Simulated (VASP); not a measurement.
# TePb (Fm-3m) in VASP: notebook

Runs on TePb. Level: PBE+D3(BJ). Tasks: single point.

All numbers are computed with VASP 6.6.1; they aren't measurements. Logs are shortened: lines on timing, memory, paths and dates and some standing lists are left out, and cuts for length are marked.

**Experimental background.**

From a printed reference work, monograph, for a bulk crystal of TePb at 4.2 K: band gap 0.19 eV (direct).

The runs below are set against these values where they give the same quantity.

### 1 The cell of the first run

Symmetry: Fm-3m, No. 225, cubic system. Conventional cell: a = 6.462 Å, b = 6.462 Å, c = 6.462 Å, α = 90.00°, β = 90.00°, γ = 90.00°. Within 4.3 Å of Te (site symmetry m-3m) lie 6 Pb at 3.23 Å. Pb (site symmetry m-3m) has 6 Te at 3.23 Å within 4.3 Å.

### 2 Single point, PBE+D3(BJ)

Input file INCAR:

```
PREC = Accurate ; ENCUT = 500
EDIFF = 1E-6 ; ISMEAR = 0
SIGMA = 0.01 ; LREAL = False
LASPH = True ; NELM = 120
ALGO = Normal ; ISIF = 2
LWAVE = False ; LCHARG = False
GGA = PE ; IVDW = 12
NBANDS = 17 ; GGA_COMPAT = False
```

Input file KPOINTS:

```
regular mesh
0
Gamma
  6 6 6
```

Input file POSCAR:

```
TePb
1.0
    0.0000000000      3.2310000000      3.2310000000
    3.2310000000      0.0000000000      3.2310000000
    3.2310000000      3.2310000000      0.0000000000
Te Pb
1 1
Direct
    0.5000000000      0.5000000000      0.5000000000
    0.0000000000      0.0000000000      0.0000000000
```

Potentials or basis: VASP PAW PBE potentials, release 64 (Te, Pb_d).

Started as:

```sh
$ cat potpaw_PBE.64/Te/POTCAR potpaw_PBE.64/Pb_d/POTCAR > POTCAR
$ mpirun -np 1 vasp_std > vasp.out
```

OUTCAR:

```text
PREC = Accurate
   ENCUT = 500
   EDIFF = 1E-6
   ISMEAR = 0
   LREAL = False
   LASPH = True
   NELM = 120
   ISIF = 2
   GGA = PE
   IVDW = 12
 IVDW          = 12

 ion  position               nearest neighbor table
   1  0.500  0.500  0.500-   2 3.23   2 3.23   2 3.23   2 3.23   2 3.23   2 3.23
   2  0.000  0.000  0.000-   1 3.23   1 3.23   1 3.23   1 3.23   1 3.23   1 3.23

  LATTYP: Found a face centered cubic cell.
 ALAT       =     6.4620000000

  Lattice vectors:

 A1 = (   0.0000000000,   3.2310000000,   3.2310000000)
 A2 = (   3.2310000000,   0.0000000000,   3.2310000000)
 A3 = (   3.2310000000,   3.2310000000,   0.0000000000)

Analysis of symmetry for initial positions (statically):
=====================================================================
 Subroutine PRICEL returns:
 Original cell was already a primitive cell.

 Routine SETGRP: Setting up the symmetry group for a
 face centered cubic supercell.

 Subroutine GETGRP returns: Found 48 space group operations
 (whereof 48 operations were pure point group operations)
 out of a pool of 48 trial point group operations.

The static configuration has the point symmetry O_h .

Analysis of symmetry for dynamics (positions and initial velocities):
=====================================================================
 Subroutine PRICEL returns:
 Original cell was already a primitive cell.

 Routine SETGRP: Setting up the symmetry group for a
 face centered cubic supercell.

 Subroutine GETGRP returns: Found 48 space group operations
 (whereof 48 operations were pure point group operations)
 out of a pool of 48 trial point group operations.

The dynamic configuration has the point symmetry O_h .

 Subroutine INISYM returns: Found 48 space group operations
 (whereof 48 operations are pure point group operations),
 and found     1 'primitive' translations

----------------------------------------------------------------------------------------

                                     Primitive cell

  volume of cell :      67.4592

  direct lattice vectors                    reciprocal lattice vectors
     0.000000000  3.231000000  3.231000000    -0.154750851  0.154750851  0.154750851
     3.231000000  0.000000000  3.231000000     0.154750851 -0.154750851  0.154750851
     3.231000000  3.231000000  0.000000000     0.154750851  0.154750851 -0.154750851

  length of vectors
     4.569324020  4.569324020  4.569324020     0.268036337  0.268036337  0.268036337

  position of ions in fractional coordinates (direct lattice)
     0.500000000  0.500000000  0.500000000
     0.000000000  0.000000000  0.000000000

  ion indices of the primitive-cell ions
[... 68 lines left out ...]
   EDIFFG = 0.1E-04   stopping-criterion for IOM
   NSW    =      0    number of steps for IOM
   IBRION =     -1    ionic relax: 0-MD 1-quasi-New 2-CG
   NFREE  =      0    steps in history (QN), initial steepest desc. (CG)
   ISIF   =      2    stress and relaxation
   ISYM   =      2    0-nonsym 1-usesym 2-fastsym
   POTIM  = 0.5000    time-step for ionic-motion
   TEBEG  =    0.0;   TEEND  =   0.0 temperature during run
   PSTRESS=    0.0 pullay stress
   NELECT =      20.0000    total number of electrons
   NUPDOWN=      -1.0000    fix difference up-down
   EMIN   =  10.00;   EMAX   =-10.00  energy-range for DOS
   EFERMI =   0.00;   METHOD = LEGACY
   ISMEAR =     0;   SIGMA  =   0.01  broadening in eV -4-tet -1-fermi 0-gaus
   EFERMI_NEDOS =   21; number of points for ismear=-14 and -15
   IALGO  =     38    algorithm
   IMIX   =      4    mixing-type and parameters
     AMIX     =   0.40;   BMIX     =  1.00
     AMIX_MAG =   1.60;   BMIX_MAG =  1.00
  volume/ion in A,a.u.               =      33.73       227.62
  Fermi-wavevector in a.u.,A,eV,Ry     =   1.091619  2.062861 16.213147  1.191633
  Thomas-Fermi vector in A             =   2.227868
   LORBIT       =      0    0 simple, 1 ext, 2 COOP (PROOUT), +10 PAW based schemes
   GGA     = PE    functional components
   LHFCALC =     F    Hartree Fock is set to
   AEXX    =    0.0000 exact exchange contribution
   IVDW    =    12    specifies the selected vdW correction
   LEPSILON=     F    determine dielectric tensor
   LRPA    =     F    only Hartree local field effects (RPA)
 non-spin polarized calculation
 Gauss-broadening in eV      SIGMA  =   0.01
  energy-cutoff  :      500.00
  volume of cell :       67.46
 maximum number of plane-waves:      1736
 NGX is ok and might be reduce to    36
   NGX = 17   NGY = 17   NGZ = 17

 number of electron      20.0000003 magnetization

 Free energy of the ion-electron system (eV)
  ---------------------------------------------------
  ext. energy  EPLUGINS =         0.00000000
  ---------------------------------------------------
  free energy    TOTEN  =        -7.50211950 eV

  energy without entropy =       -7.50211950  energy(sigma->0) =       -7.50211950

 E-fermi :   5.7384     XC(G=0):  -9.3008

 val. band max:        5.6254012205   @ k =   0.5000   0.0000   0.0000
 cond. band min:       6.3604699415   @ k =   0.5000   0.0000   0.0000
 fundamental gap:      0.7350687210
 Fermi energy:         5.7384158934

 k-point     1 :       0.0000    0.0000    0.0000
  band No.  band energies     occupation
      1     -11.0975      2.00000
      2     -11.0975      2.00000
      3     -11.0883      2.00000
      4     -11.0883      2.00000
      5     -11.0883      2.00000
      6      -6.3943      2.00000
[... 297 lines left out ...]
      4     -11.0717      2.00000
      5     -11.0623      2.00000
      6      -4.5973      2.00000
[... 9 lines left out ...]
     16      16.3398      0.00000
     17      17.1809      0.00000

------------------------ aborting loop because EDIFF is reached ----------------------------------------

 Edisp (eV)   -0.80467

 E8    (eV) :    -0.3899

  FORCE on cell =-STRESS in cart. coord.  units (eV):
  Direction    XX          YY          ZZ          XY          YZ          ZX
  --------------------------------------------------------------------------------------
  -------------------------------------------------------------------------------------
  Total       0.04205     0.04205     0.04205    -0.00000    -0.00000    -0.00000
  in kB       0.99867     0.99867     0.99867    -0.00000    -0.00000    -0.00000
  external pressure =        1.00 kB  Pullay stress =        0.00 kB

 VOLUME and BASIS-vectors are now :
 -----------------------------------------------------------------------------
  energy-cutoff  :      500.00
  volume of cell :       67.46
      direct lattice vectors                 reciprocal lattice vectors
     0.000000000  3.231000000  3.231000000    -0.154750851  0.154750851  0.154750851
     3.231000000  0.000000000  3.231000000     0.154750851 -0.154750851  0.154750851
     3.231000000  3.231000000  0.000000000     0.154750851  0.154750851 -0.154750851

 POSITION                                       TOTAL-FORCE (eV/Angst)
 -----------------------------------------------------------------------------------
      3.23100      3.23100      3.23100         0.000000      0.000000     -0.000000
      0.00000      0.00000      0.00000         0.000000      0.000000      0.000000
 -----------------------------------------------------------------------------------
    total drift:                               -0.000000      0.000000      0.000000

  FREE ENERGIE OF THE ION-ELECTRON SYSTEM (eV)
  ---------------------------------------------------
  free  energy   TOTEN  =        -8.3067862181 eV

  energy  without entropy=       -8.3067862181  energy(sigma->0) =       -8.30678622
```

stdout:

```text
POSCAR found type information on POSCAR TePb
 POSCAR found :  2 types and       2 ions
 scaLAPACK will be used
 LDA part: xc-table for (Slater+PW92), standard interpolation
 POSCAR, INCAR and KPOINTS ok, starting setup
 FFT: planning ... GRIDC
 FFT: planning ... GRID_SOFT
 FFT: planning ... GRID
 WAVECAR not read
 entering main loop
```

Wall time 13 s (1 thread of Intel Xeon 6975P-C (Granite Rapids), shared host); peak memory 0.21 GiB.

Results:

- Free energy: -8.3068 eV
- Pressure: 0.1 GPa
- Band gap on the k mesh: 0.74 eV, direct
- Dispersion energy per atom: -0.402 eV

Caveat: spin-orbit coupling is left out, which moves the levels of the heavy elements.

### 3 Single point, PBE+D3(BJ)

Input file INCAR:

```
SYSTEM = TePb
ALGO = Normal
EDIFF = 1E-6
ENCUT = 500
GGA = PE
GGA_COMPAT = .FALSE.
ISIF = 2
ISMEAR = 0
IVDW = 12
LASPH = .TRUE.
LCHARG = .FALSE.
LREAL = .FALSE.
LWAVE = .FALSE.
NBANDS = 17
NELM = 120
PREC = Accurate
SIGMA = 0.01
```

Input file KPOINTS:

```
k-points
0
G
  6 6 6
  0 0 0
```

POSCAR is that of step 2.

Potentials or basis: VASP PAW PBE potentials, release 64 (Te, Pb_d).

Started as:

```sh
$ cat potpaw_PBE.64/Te/POTCAR potpaw_PBE.64/Pb_d/POTCAR > POTCAR
$ mpirun -np 1 vasp_std > vasp.out
```

Wall time 14 s (1 thread of Intel Xeon 6975P-C (Granite Rapids), shared host); peak memory 0.21 GiB.

It converged, with:

| Property | Result |
| --- | --- |
| Free energy | -8.3068 eV |
| Pressure | 0.1 GPa |
| Band gap on the k mesh | 0.74 eV, direct |
| Dispersion energy per atom | -0.402 eV |

Levels at points of the mesh, in eV from the valence-band top:
| k point | band 8 | band 9 | band 10 | band 11 | band 12 | band 13 |
| --- | --- | --- | --- | --- | --- | --- |
| (0.00, 0.00, 0.00) | -1.35 | -1.35 | -1.35 | 4.08 | 4.08 | 4.08 |
| (0.50, 0.00, 0.00) | -0.89 | -0.89 | 0.00 | 0.74 | 1.27 | 1.27 |
| (0.50, 0.50, 0.00) | -4.50 | -2.80 | -2.80 | 3.29 | 5.48 | 5.48 |

Caveat: spin-orbit coupling is left out, which moves the levels of the heavy elements.

### 4 How close it comes

Step 2. A measured gap of TePb is 0.19 eV (direct; 4.2 K; a printed reference work, monograph); the calculated 0.74 eV misses it by +0.55 eV. Spin-orbit coupling on Pb, Te is left out. The value is that of PBE+D3(BJ) on a finite k mesh, which can miss the band edges, without temperature or zero-point motion.

Step 3. Measured gap of TePb: 0.19 eV (direct; 4.2 K; a printed reference work, monograph). This calculation gives 0.74 eV (+0.55 eV). Spin-orbit coupling on Pb, Te is left out. The value is that of PBE+D3(BJ) on a finite k mesh, which can miss the band edges, without temperature or zero-point motion.
